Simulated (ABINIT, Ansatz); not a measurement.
Planning a run of ABINIT 10.8.3 on GaN (P6_3mc). The input:

```
acell 3*1.0 Angstrom
rprim 
  3.190000000016 -0.000000000004 0.000000000000
  -1.595000000005 2.762621038088 0.000000000000
  0.000000000000 0.000000000000 5.189000000000
ntypat 2
znucl 31 7
natom 4
typat 1 1 2 2
xred 
  0.666666666667 0.333333333333 0.000000000000
  0.333333333333 0.666666666667 0.500000000000
  0.666666666667 0.333333333333 0.375000000000
  0.333333333333 0.666666666667 0.875000000000
pp_dirpath "pseudos"
pseudos "Ga.upf, N.upf"
ecut 45
ngkpt 6 6 4
nshiftk 1
shiftk 0 0 0
kptopt 1
chksymbreak 0
istwfk *1
occopt 1
irdwfk 1
optdriver 3
nband 77
ecuteps 4.2
inclvkb 2
awtr 1
symchi 1
indata_prefix "in"
outdata_prefix "out"
tmpdata_prefix "tmp"
```

The database entry behind the starting cell has ideal inner coordinates that were not refined, so it need not match the best structure at ambient conditions.

```sh
OMP_NUM_THREADS=1 mpirun -n 16 abinit run.abi > log
```

**Question.** How long will it take on 16 MPI ranks of Arm Neoverse V1, shared host, and how much memory?

It took 71 s; on shared hardware allow 35 s to 2.4 min. Peak host memory was 5.5 GiB.

[Paths, hosts, dates, memory and timing lines, banners, echoed tables and standing remarks are left out of the program output.]

[Logs are printed without paths, hosts, clocks, repeated set-up lines and the standing remarks that a program may print on its own settings, such as how far it seeks lower states.]

[Runs of the session that timed out or met a known fault of the program may be left out.]

[Hosts, paths, dates, database ids (printed as entryN), source tags and the programs' standing remarks are cut or masked in the printed files.]

[G0W0 gaps are taken among the corrected bands and points alone; a level outside them can change the order at an edge.]

[Where Ansatz stands beside ABINIT at settings called matched, ABINIT's density can come from a denser mesh and the files from another edition; pairs whose starting gaps differed by over 0.03 eV were left out, so agreement reads better than it is.]
